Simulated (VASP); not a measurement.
```
CELL_PARAMETERS angstrom
      0.00000     3.04355     3.04355
      3.04355     0.00000     3.04355
      3.04355     3.04355     0.00000
ATOMIC_POSITIONS crystal
  Li 0.00000 0.00000 0.00000
  I  0.50000 0.50000 0.50000
```

The numbers are results of SCAN meta-GGA, VASP's PBE PAW potentials (set 64) (plane waves; VASP), not measurements. Run with 520 eV cut-off, 8×8×8 Γ-centred mesh, Gaussian smearing of 0.050 eV, potentials Li_sv I.

Unless said otherwise, spin-orbit coupling is left out, though it shifts the bands of the heavy elements here.

Problem. What does the run give for the energy per atom (σ→0), band gap (on the k-mesh) with the smallest direct gap where there is one?

Solution. 
The band gap (on the k-mesh) comes out as 5.02 eV, the smallest direct gap (on the k-mesh) is 5.02 eV and the energy per atom (σ→0) is -2015.6 kJ/mol of atoms.

Total energies compare only between runs with the same potentials, cut-off and functional.

The compound is LiI in the rock salt structure. This cell is one point of a volume scan, at 1.06 of the reference volume.
